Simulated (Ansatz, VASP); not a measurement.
## Two plane-wave programs on BN

```
CELL_PARAMETERS angstrom
1.25112 0.72234 3.37293
-1.25112 0.72234 3.37293
0.00000 -1.44467 3.37293
ATOMIC_POSITIONS crystal
B 0.99967 0.99967 0.99967
N 0.33276 0.33276 0.33276
```

The cell is a database's computed one.

Alike in both runs: task relaxation of cell and atoms; functional PBEsol; dispersion D3(BJ); k mesh 12 × 12 × 12; occupations gaussian, width 0.02 eV; no spin polarisation.

|  | VASP | Ansatz |
| --- | --- | --- |
| version | VASP 6.6.1 | Ansatz 0.2.0 |
| potentials or method | VASP PAW PBE potentials, release 64 (B, N) | scalar-relativistic, plane waves, PAW |
| plane-wave cutoff (eV) | 600 | 600 |
| valence electrons in the cell | 8 | 8 |

```csv
,VASP,Ansatz,Ansatz less VASP
"gap on the k mesh at the Fermi level, each at its own relaxed structure (eV)",4.00,4.05,+0.047
relaxed volume (Å³/atom),8.56,8.64,+0.081
relaxed cell length with the largest relative difference (Å),3.474,3.503,+0.0284
energy change over the relaxation (meV/atom),-3,-2,+1.0
```

Caveats: the PAW data sets were made with another functional, which shifts forces and pressure a little (VASP). As with any semilocal functional, this PBEsol gap is likely too small. A k mesh can miss the band edges.
